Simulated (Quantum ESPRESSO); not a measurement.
WS2 in Quantum ESPRESSO: the effect of functional

Slab: WS2, a slab with vacuum.

```xyz
3
Lattice="3.1835 0.0000 0.0000 -1.5918 2.7570 0.0000 0.0000 0.0000 16.9506" Properties=species:S:1:pos:R:3 pbc="T T T"
W     0.0000    0.0000    0.0000
S     0.0000    1.8380    1.5595
S     0.0000    1.8380   15.3911
```

Alike in all runs:

- Program: Quantum ESPRESSO 7.5
- Task: dielectric tensor
- k mesh: 8 × 8 × 2, shifted
- Occupations: fermi-dirac, width 0.05 eV
- Spin: no spin polarisation

```tsv
functional	potentials or basis	cutoff	largest force (eV/Å)	dielectric constant (mean)
LDA	PseudoDojo 0.4.1 SR LDA standard	952 eV	?	?
PBEsol	PseudoDojo 0.4.1 SR PBEsol standard	1007 eV	0.12	4.24
WC	PseudoDojo 0.4.1 SR PBE standard	1007 eV	0.01	4.24
```

Problem. What does the run with functional LDA give?

Solution. Largest force 0.43 eV/Å; dielectric constant 4.26 mean.

Caveats: the potentials were made for another functional, which shifts forces and pressure (some runs).
